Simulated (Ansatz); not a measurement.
# Y on Pt(111): change of the work function, part 3 of 4

How does one ordered layer of Y (fcc site) change the work function of Pt(111), and what dipole does each adsorbate carry?

Ansatz 0.2.0; plane-wave DFT, PBE-D3(BJ), Ansatz PAW.

So far, work function, upper face (eV): step 2 (the clean slab) 5.68; step 3 (17 atoms, coverage 0.25 ML, cell 2x2) 2.21.

## (5) The slab at 0.25 ML, atoms frozen

This step: plane-wave DFT, PBE-D3(BJ), Ansatz PAW (Ansatz 0.2.0).

To see where the charge goes, the covered slab, the bare substrate and the adsorbate layer are each run at the same frozen positions and on the same grid.

Contents of input.yaml:

```yaml
crystal:
  lattice:
    - [5.5437171645, 1.0e-10, 0.0]
    - [2.7718585822, 4.8009998959, 0.0]
    - [0.0, 0.0, 27.8544509311]
  atoms:
    - { symbol: Pt, position: [0.0, 0.0, 0.3231081461] }
    - { symbol: Pt, position: [0.1666666667, 0.1666666667, 0.4043595432] }
    - { symbol: Pt, position: [0.333970375, 0.333970375, 0.4869021983] }
    - { symbol: Pt, position: [-0.0042883329, -0.0042883329, 0.570740718] }
    - { symbol: Pt, position: [0.0, 0.5, 0.3231081461] }
    - { symbol: Pt, position: [0.1666666667, 0.6666666667, 0.4043595432] }
    - { symbol: Pt, position: [0.333970375, 0.8320592501, 0.4869021983] }
    - { symbol: Pt, position: [-0.0042883329, 0.5085766659, 0.570740718] }
    - { symbol: Pt, position: [0.5, 0.0, 0.3231081461] }
    - { symbol: Pt, position: [0.6666666667, 0.1666666667, 0.4043595432] }
    - { symbol: Pt, position: [0.8320592501, 0.333970375, 0.4869021983] }
    - { symbol: Pt, position: [0.5085766659, -0.0042883329, 0.570740718] }
    - { symbol: Pt, position: [0.5, 0.5, 0.3231081461] }
    - { symbol: Pt, position: [0.6666666667, 0.6666666667, 0.4043595432] }
    - { symbol: Pt, position: [0.8333333333, 0.8333333333, 0.4847871903] }
    - { symbol: Pt, position: [0.5, 0.5, 0.5742089845] }
    - { symbol: "Y", position: [0.1666666667, 0.1666666667, 0.6442383606] }
kpoints:
  mp_grid: { grid: [6, 6, 1] }
hamiltonian:
  xc: pbe
  dispersion: d3bj
scf:
  occupations: { method: fermi_dirac, width: 0.1 }
  convergence: { dr2_threshold: 1.0e-08 }
efield:
  axis: 3
  dipole_correction: true
  ramp_position: 0.97
  ramp_width: 0.06
output:
  write_potential: true
  write_density: true
  volumetric_format: npy
```

Command:

```console
> ansatz run input.yaml --threads 4 --pin off --max-ram 6144MiB --backend cpu --events-out ev --progress --plain --runs-dir out
```

Numbers of over 12 decimals in the logs are rounded to 6 here.

The log of the run:

```text
[...]
Crystal: 17 atoms, lattice volume = 741.357 Å³
Basis set: ecut = 420 eV, 14505 PW (Γ)
Bands: 180, of which v1, the nominal top of the filled ones, is band 150 counted from 1 (149 counted from 0)
Symmetry: 6 space group operations
[...]
k-points: 7 of 36 (time reversal used)
[...]
SCF iter   1: F=—  HF=-204224.624878 eV  |F-HF|=—  |Δ(HF+E_count)|=         —  Δρ=6.47e-3  dr2=2.26e0  ethr=1.77e-3  p=0.434 e·Å  D=1.06e-1 V/Å  ΔV_dip=-2.95 eV  dr2_dipole=7.72e-2  V_vac-E_F(+/−)=2.32/5.27 eV  ⟨swp⟩=7.9  Hψ=5200  notcnv=0  defer=33
[...]
SCF iter  12: F=-204224.579426 eV  HF=-204224.579426 eV  |F-HF|=2.12e-9  |Δ(HF+E_count)|=   4.37e-9  Δρ=5.90e-7  dr2=5.09e-9  ethr=3.34e-12  p=0.509 e·Å  D=1.24e-1 V/Å  ΔV_dip=-3.46 eV  dr2_dipole=6.29e-12  V_vac-E_F(+/−)=2.21/5.68 eV  ⟨swp⟩=14.9  Hψ=4080  notcnv=0
SCF 1 converged in 12 iterations: F = -204224.579426 eV  dr2 = 5.09e-9
[...]
SCF converged after 12 iterations
Free energy (F): -204224.579426 eV
[...]
Internal energy: -204223.779199 eV  (E = F + TS)
E sigma→0 (E₀):  -204224.179313 eV
Entropy (-TS):   -0.800227 eV (-47.072 meV/atom)
Fermi energy:    5.599587 eV
Dipole field:    D = 0.124278 V/Å  (p = 0.509166 e·Å, saw-weighted, corrected)
Work function:   Φ+ = 2.2138 eV   Φ− = 5.6755 eV
[...]
--- Band table (eV; the first three rows and the last of 7) ---
  k-point 0: bands = [... 146 lower, 5.9221, 5.9670, 5.9670, 5.9961, 6.0634, 6.1854, 6.1854, 6.2000, ... 26 higher]
  k-point 1: bands = [... 146 lower, 5.6049, 5.6396, 5.6772, 5.7392, 5.8509, 5.8733, 5.9128, 6.0999, ... 26 higher]
  k-point 2: bands = [... 146 lower, 5.1707, 5.4623, 5.5030, 5.5531, 5.6196, 5.7933, 5.8668, 5.9189, ... 26 higher]
  k-point 6: bands = [... 146 lower, 5.1673, 5.1735, 5.1963, 5.2354, 5.2589, 5.3144, 5.3222, 5.3757, ... 26 higher]
```

Wall time 44 s (4 threads of Arm Neoverse V1, shared host); peak memory 2.9 GiB; 2.9 min of CPU time.

This step gave:

* work function, upper face: 2.214 eV

The work function of the upper face is 2.21 eV.

## (6) The substrate of the 0.25 ML cell alone

System of this step: Y/Pt(111), substrate alone, atoms held. The cell holds 16 atoms: 16 Pt. Cell: a = 5.544 Å, b = 5.544 Å, c = 27.854 Å, α = 90.0°, β = 90.0°, γ = 60.0°. Vacuum lies along c.

The second part, atoms unmoved.

input.yaml: that of step 5 with these lines changed.

```diff
@@ -22,3 +22,2 @@
     - { symbol: Pt, position: [0.5, 0.5, 0.5742089845] }
-    - { symbol: "Y", position: [0.1666666667, 0.1666666667, 0.6442383606] }
 kpoints:
```

The log of the run:

```text
[...]
Crystal: 16 atoms, lattice volume = 741.357 Å³
Basis set: ecut = 420 eV, 14505 PW (Γ)
Bands: 173, of which v1, the nominal top of the filled ones, is band 144 counted from 1 (143 counted from 0)
Symmetry: 6 space group operations
[...]
k-points: 7 of 36 (time reversal used)
[...]
SCF iter   1: F=—  HF=-200373.150744 eV  |F-HF|=—  |Δ(HF+E_count)|=         —  Δρ=6.49e-3  dr2=2.72e0  ethr=1.77e-3  p=-0.002 e·Å  D=-5.81e-4 V/Å  ΔV_dip=0.02 eV  dr2_dipole=3.93e-1  V_vac-E_F(+/−)=5.29/5.27 eV  ⟨swp⟩=7.3  Hψ=5027  notcnv=0  defer=38
[...]
SCF iter  11: F=-200373.105272 eV  HF=-200373.105272 eV  |F-HF|=3.17e-9  |Δ(HF+E_count)|=   3.47e-8  Δρ=7.61e-7  dr2=8.96e-9  ethr=3.47e-12  p=-0.008 e·Å  D=-1.83e-3 V/Å  ΔV_dip=0.05 eV  dr2_dipole=1.08e-10  V_vac-E_F(+/−)=5.72/5.67 eV  ⟨swp⟩=13.0  Hψ=5173  notcnv=0
SCF 1 converged in 11 iterations: F = -200373.105272 eV  dr2 = 8.96e-9
[...]
SCF converged after 11 iterations
Free energy (F): -200373.105272 eV
[...]
Internal energy: -200372.231266 eV  (E = F + TS)
E sigma→0 (E₀):  -200372.668269 eV
Entropy (-TS):   -0.874005 eV (-54.625 meV/atom)
Fermi energy:    3.728702 eV
Dipole field:    D = -0.001824 V/Å  (p = -0.007473 e·Å, saw-weighted, corrected)
Work function:   Φ+ = 5.7171 eV   Φ− = 5.6663 eV
[...]
--- Band table (eV; the first three rows and the last of 7) ---
  k-point 0: bands = [... 140 lower, 4.0535, 4.0572, 4.2845, 4.3174, 4.3174, 4.3203, 4.4029, 4.4029, ... 25 higher]
  k-point 1: bands = [... 140 lower, 3.7155, 3.8345, 3.8679, 3.8691, 4.0264, 4.0682, 4.0704, 4.1588, ... 25 higher]
  k-point 2: bands = [... 140 lower, 3.3886, 3.4170, 3.4463, 3.7239, 3.7410, 3.7456, 3.8047, 4.0341, ... 25 higher]
  k-point 6: bands = [... 140 lower, 3.2641, 3.2934, 3.3587, 3.4030, 3.4204, 3.4509, 3.4674, 3.4956, ... 25 higher]
```

Wall time 38 s (4 threads); peak memory 2.8 GiB.

This step gave:

```yaml
energy_at_zero_smearing: -200372.6683 eV
work_function_upper_face: 5.717 eV
work_function_lower_face: 5.666 eV
dipole_along_the_normal: -0.007473 e·Å
step_between_the_vacuum_levels: 0.05082 eV
```

The work function of the upper face is 5.72 eV.

## (7) The adsorbate layer of the 0.25 ML cell alone

System of this step: Y/Pt(111), adsorbate layer alone, atoms held. The cell holds 1 atom: 1 Y. Its edges and angles: a = 5.544 Å, b = 5.544 Å, c = 27.854 Å, α = 90.0°, β = 90.0°, γ = 60.0°. Vacuum lies along c.

The third part; a free layer of atoms may carry a moment, so spin is on.

input.yaml, the sections that differ from step 6:

```yaml
crystal:
  lattice:
    - [5.5437171645, 1.0e-10, 0.0]
    - [2.7718585822, 4.8009998959, 0.0]
    - [0.0, 0.0, 27.8544509311]
  atoms:
    - { symbol: "Y", position: [0.1666666667, 0.1666666667, 0.6442383606], spin: 1.0 }
magnetization:
  spin_polarized: true
# kpoints, hamiltonian, scf, efield, output: as in step 6
```

The log of the run:

```text
[...]
Crystal: 1 atoms, lattice volume = 741.357 Å³
Basis set: ecut = 420 eV, 14505 PW (Γ)
Bands: 10, of which v1, the nominal top of the filled ones, is band 6 counted from 1 (5 counted from 0)
Symmetry: 12 space group operations
k-points: 7 of 36
[...]
Starting moments: Σ|m| = 1 μB on 1 of 1 site
[...]
SCF iter   1: F=—  HF=-3845.101113 eV  |F-HF|=—  |Δ(HF+E_count)|=         —  Δρ=1.79e-3 (↑1.79e-3 ↓6.46e-4)  dr2=1.22e-1  dr2_m=4.85e-3  M=0.944 μB ∫|m|=0.944 μB  β_m=1.00  ethr=1.08e-3  p=0.000 e·Å  D=5.60e-9 V/Å  ΔV_dip=-0.00 eV  dr2_dipole=2.48e-11  V_vac-E_F(+/−)=3.05/3.05 eV  ⟨swp⟩=1.0  Hψ=2383  notcnv=0
[...]
automatic band count: the SCF goes on with 14 bands, as 10 were too few: the levels above may hold too much charge
[...]
spin=Collinear: LDOS preconditioning applied to the charge; magnetization (m = ρ↑ − ρ↓) channel mixes plain (no charge-response kernel on spin).
SCF iter   2: F=—  HF=-3845.097450 eV  |F-HF|=—  |Δ(HF+E_count)|=   3.66e-3  Δρ=1.03e-3 (↑1.03e-3 ↓7.49e-4)  dr2=8.91e-2  dr2_m=2.17e-4  M=0.944 μB ∫|m|=0.944 μB  β_m=0.58  ethr=1.08e-3  p=0.000 e·Å  D=5.11e-6 V/Å  ΔV_dip=-0.00 eV  dr2_dipole=3.53e-8  V_vac-E_F(+/−)=3.06/3.06 eV  ⟨swp⟩=2.0  Hψ=224  notcnv=0
density mixer auto → msr1: a metal under ldos (density of states about μ 3.04 of a free-electron gas's, 28 screened modes)
SCF iter   3: F=—  HF=-3845.082428 eV  |F-HF|=—  |Δ(HF+E_count)|=   1.50e-2  Δρ=9.88e-4 (↑8.99e-4 ↓9.88e-4)  dr2=1.26e-2  dr2_m=4.65e-3  M=0.955 μB ∫|m|=0.955 μB  β_m=0.79  ethr=8.10e-4  p=-0.000 e·Å  D=-1.14e-5 V/Å  ΔV_dip=0.00 eV  dr2_dipole=2.29e-11  V_vac-E_F(+/−)=3.14/3.14 eV  ⟨swp⟩=2.4  Hψ=295  notcnv=0
[...]
SCF iter  14: F=-3845.124222 eV  HF=-3845.124222 eV  |F-HF|=5.05e-11  |Δ(HF+E_count)|=   8.97e-9  Δρ=6.57e-8 (↑6.13e-8 ↓6.57e-8)  dr2=9.50e-11  dr2_m=1.10e-11  M=0.984 μB ∫|m|=0.984 μB  ethr=3.16e-11  p=0.000 e·Å  D=1.70e-6 V/Å  ΔV_dip=-0.00 eV  dr2_dipole=4.25e-12  V_vac-E_F(+/−)=3.18/3.18 eV  ⟨swp⟩=3.6  Hψ=502  notcnv=0
SCF 1 converged in 14 iterations: F = -3845.124222 eV  dr2 = 9.50e-11
[...]
at 1 of the mixer's solves, the last at iteration 5, it left a direction of its history that read negative out of its fit and stepped the other way along it
[...]
SCF converged after 14 iterations
Magnetization: 0.9840 μB (5.9920 up, 5.0080 down)
Absolute magnetization: 0.9844 μB (∫|ρ↑−ρ↓|, with the PAW one-centre terms)
[...]
Per-site moments (μB) at R_I (Å): [(0.889968, 2.286783)]
Free energy (F): -3845.124222 eV
[...]
Internal energy: -3844.972203 eV  (E = F + TS)
E sigma→0 (E₀):  -3845.048213 eV
Entropy (-TS):   -0.152018 eV (-152.018 meV/atom)
Fermi energy:    -2.484641 eV
Dipole field:    D = 0.000003 V/Å  (p = 0.000013 e·Å, saw-weighted, corrected)
Work function:   Φ+ = 3.1812 eV   Φ− = 3.1813 eV
[...]
--- Band table (eV; the first three rows and the last of 14) ---
  k-point 0 ↑: bands = [... 2 lower, -27.6363, -27.6131, -4.5521, -2.6574, -2.2186, -2.2186, -1.8222, -1.8222, ... 4 higher]
  k-point 1 ↑: bands = [... 2 lower, -27.6364, -27.6130, -4.3603, -2.6295, -2.2900, -2.1223, -2.0348, -1.8421, ... 4 higher]
  k-point 2 ↑: bands = [... 2 lower, -27.6366, -27.6129, -3.8478, -2.5829, -2.3669, -2.1900, -1.8937, -1.8812, ... 4 higher]
  k-point 6 ↓: bands = [... 2 lower, -27.2971, -27.0904, -2.5390, -2.1950, -2.1950, -1.8098, -1.8098, -1.2386, ... 4 higher]
```

Wall time 8.5 s (4 threads); peak memory 0.92 GiB; 30 s of CPU time.

Numbers from this step:

```
energy at zero smearing   : -3845.0482 eV
total moment              : 0.9840 μB
site moments              : 0.8900 μB
work function, upper face : 3.181 eV
dipole along the normal   : 1.29e-5 e·Å
```

Site moment by atom:

```tsv
atom	site moment (μB)
Y1	0.890
```

The free layer carries a moment of 1.0 μB a cell.

## (8) Density difference at 0.25 ML

This step: plane-wave DFT, PBE-D3(BJ), Ansatz PAW; density difference on adsorption (Ansatz 0.2.0).

The densities of the parts are taken from that of the whole and averaged over planes; the first moment of what is left gives the step in the potential.

This step gave:

```yaml
largest_charge_moved: 0.01452 e/Å²
potential_step_from_the_moved_charge: -3.512 eV
```

The electron density difference oscillates, so the rows of the table below give means over windows of 1 Å about each position, cut where the curve ends. Its maxima inside the range that stand out by 2 % of the span (Å: e/Å³): 9.4: 4.8e-4, 10.9: 0.00185, 11.6: 0.00134, 14.2: 0.00587, 16.0: 0.00156, 17.0: 0.0279, 18.4: 0.00112. Its minima: 9.0: -9.3e-4, 10.0: -4.5e-4, 11.3: -0.00277, 13.6: -0.00106, 15.1: -0.00886, 16.2: -0.00776, 18.0: -0.0141, 19.1: -0.00813.

Planar mean, whole system less its parts. Electron density difference against z; means over each step:

```tsv
z (Å)	electron density difference (e/Å³)
5	1.1e-6
6	8.6e-6
7	2.2e-5
8	-1.6e-5
9	-3.9e-5
10	-1.6e-4
11	-1.4e-4
12	2.7e-4
13	6.2e-5
14	0.00252
15	-0.00561
16	-0.00243
17	0.0191
18	-0.00499
19	-0.00539
20	-0.00324
21	-1.5e-4
22	9.8e-5
23	3.9e-5
24	1.0e-5
25	2.3e-6
```

Planar mean, whole system less its parts. Table of electrons moved below z by z:

```tsv
z (Å)	electrons moved below z (e/Å²)
5	4.5e-7
6	4.2e-6
7	2.4e-5
8	-8.9e-6
9	-6.7e-5
10	-1.4e-4
11	4.4e-4
12	-1.3e-5
13	1.3e-4
14	6.5e-4
15	-2.6e-4
16	-0.00375
17	0.00604
18	0.0101
19	0.00653
20	6.5e-4
21	-1.8e-4
22	-8.8e-5
23	-2.4e-5
24	-5.5e-6
25	-1.1e-6
```

(Part 3 of 4 ends here.)

[Logs are printed without paths, hosts, clocks, repeated set-up lines and the standing remarks that a program may print on its own settings, such as how far it seeks lower states.]

[Hosts, paths, dates, database ids (printed as entryN), source tags and the programs' standing remarks are cut or masked in the printed files.]

[Maps of the electrostatic potential energy from Ansatz leave out the sawtooth potential of an applied field or a dipole correction, so their vacuum need not be flat; planar profiles and work functions include it.]
